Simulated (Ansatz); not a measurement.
SiC: sound and stiffness along [100], [110] and [111]

All numbers below come from DFT PBE, scalar-relativistic, plane waves, PAW in Ansatz 0.2.0. Settings: 420 eV plane-wave cutoff, Γ-centred 8×8×8 mesh, fixed occupations. No spin polarisation.

The cell is fixed (symmetry leaves no force on the atoms) and stands under 0.2 GPa:
```
Si C
1.0
     0.00000    2.18930    2.18930
     2.18930    0.00000    2.18930
     2.18930    2.18930    0.00000
Si C
1 1
Direct
  0.00000 0.00000 0.00000
  0.25000 0.25000 0.25000
```

The cell is the ideal cubic zincblende prototype.

With ions relaxed, on the cubic axes: C11 = 383.5, C12 = 127.8, C44 = 239.4 GPa. The density is 3.173 g/cm³.

**Question.** Is the crystal stable against strain, and how anisotropic is it?

**Answer.** Born's conditions hold: C11 + 2C12 = 639.1, C11 − C12 = 255.7 and C44 = 239.4 GPa are all positive. B = (C11 + 2C12)/3 = 213.0 GPa. The two shear moduli are C44 and C′ = (C11 − C12)/2 = 127.8 GPa, so Zener's ratio is A = C44/C′ = 1.87: the tetragonal shear C′ is the soft one, as in many fcc and bcc metals and zincblende crystals. The Cauchy pressure C12 − C44 is -111.6 GPa; it would vanish for pair forces between atoms on inversion centres at zero pressure, and a negative value is usual with directional bonding, though many-body forces give one in some ionic oxides too.

**Question.** Give the sound speeds along the three symmetry directions.

**Answer.** The Christoffel equation gives ρv² for each branch:
```csv
direction,branch,ρv²,GPa,v (m/s)
[100],L,C11,383.5,10994
[100],T (×2),C44,239.4,8687
[110],L,(C11 + C12 + 2C44)/2,495.1,12492
[110],"T, u ∥ [001]",C44,239.4,8687
[110],"T, u ∥ [1-10]",(C11 − C12)/2,127.8,6348
[111],L,(C11 + 2C12 + 4C44)/3,532.3,12953
[111],T (×2),(C11 − C12 + C44)/3,165.0,7213
```

In a piezoelectric crystal some branches stiffen further, which is left out.

**Question.** How does Young's modulus depend on direction?

**Answer.** Inverting gives S11 = 3.129, S12 = -0.782, S44 = 4.177 TPa⁻¹. Along a unit vector (l, m, n), 1/E = S11 − 2(S11 − S12 − S44/2)(l²m² + m²n² + n²l²), where the last bracket is 0, 1/4 and 1/3 for [100], [110] and [111]: E = 320, 451 and 523 GPa. With A > 1 the body diagonal is stiffest. For a film on (001), the biaxial modulus is C11 + C12 − 2C12²/C11 = 426 GPa and the normal strain is −2C12/C11 = -0.67 times the in-plane one.

Cost: 2 runs of about 0.35 core-minutes in all, on Intel Xeon 6975P-C (Granite Rapids) (shared hosts).

The elastic anisotropy of SiC follows from its tetrahedral sp³ network, whose bonds lie along the body diagonals. Uniaxial strain along [111] directly stretches one set of bonds, whereas strain along [100] can be accommodated more by changes in bond angle, so Young's modulus rises from 320 to 523 GPa. The tetragonal shear C′ leaves the bond lengths unchanged to first order and is resisted mainly by angular forces. The shear governed by C44 also stretches bonds, although the relative shift of the Si and C sublattices relieves part of that cost. This accounts for both the slow [110] transverse branch polarised along [1-10] and the fast longitudinal wave along [111]. Even the soft shear is stiff in absolute terms, as expected for short, strongly directional bonds between light atoms. The positive elastic moduli establish stability against small homogeneous strains, but not against finite-wavelength phonons or transformation to the hexagonal polytypes.
